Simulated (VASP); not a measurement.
Wanted: the native input for a VASP 6.6.1 run.

* Task: relaxation of cell and atoms
* Functional: r2SCAN
* Potentials or basis: VASP PAW PBE potentials, release 64 (Ga_d, As)
* Cutoff: 600 eV
* k mesh: 10 × 10 × 10
* Occupations: gaussian, width 0.03 eV
* Spin: no spin polarisation
* Further INCAR settings: ALGO = Normal; EDIFF = 1e-06; IBRION = 2; EDIFFG = -0.01; NSW = 90; ISIF = 3

The structure of GaAs lies in POSCAR:

```
GaAs
1.0
    0.0000000000      2.8268500000      2.8268500000
    2.8268500000      0.0000000000      2.8268500000
    2.8268500000      2.8268500000      0.0000000000
Ga As
1 1
Direct
    0.0000000000      0.0000000000      0.0000000000
    0.2500000000      0.2500000000      0.2500000000
```

One way to write it, as run:

INCAR

```
ALGO     = Normal         # electronic algorithm
EDIFF    = 1E-6           # SCF threshold, eV
EDIFFG   = -0.01          # ionic threshold
ENCUT    = 600            # plane-wave cutoff, eV
IBRION   = 2              # ionic algorithm
ISIF     = 3              # what is computed and relaxed
ISMEAR   = 0              # smearing method
LASPH    = T              # aspherical terms in the spheres
LCHARG   = F              # write CHGCAR
LMIXTAU  = T            
LREAL    = F              # projectors in reciprocal space
LWAVE    = F              # write WAVECAR
METAGGA  = R2SCAN         # meta-GGA
NELM     = 80             # most SCF steps
NSW      = 90             # ionic steps
PREC     = Accurate       # precision mode
SIGMA    = 0.03           # smearing width, eV
```

KPOINTS

```
k-points
0
Gamma
  10 10 10
```

Potentials or basis: VASP PAW PBE potentials, release 64 (Ga_d, As).

Command:

```sh
$ cat potpaw_PBE.64/Ga_d/POTCAR potpaw_PBE.64/As/POTCAR > POTCAR
$ mpirun -np 1 vasp_std > vasp.out
```

Results of the run:

```
Relaxed volume                         : 22.78 Å³/atom
Relaxed cell                           : a = 4.009 Å, b = 4.009 Å, c = 4.009 Å, α = 60.00°, β = 60.00°, γ = 60.00°
Space group after relaxing (to 0.05 Å) : F-43m (No. 216)
Energy gained by relaxing              : 0.3 meV/atom
Ionic steps                            : 5
Pressure after relaxing                : 0.0 GPa
Band gap on the k mesh                 : 0.93 eV, direct
```

Caveat: the PAW data sets were made with another functional, which shifts forces and pressure a little.

It took 2.4 min on 1 thread of Intel(R) Xeon(R) 6975P-C (Granite Rapids) (shared host), peak memory 0.22 GiB.
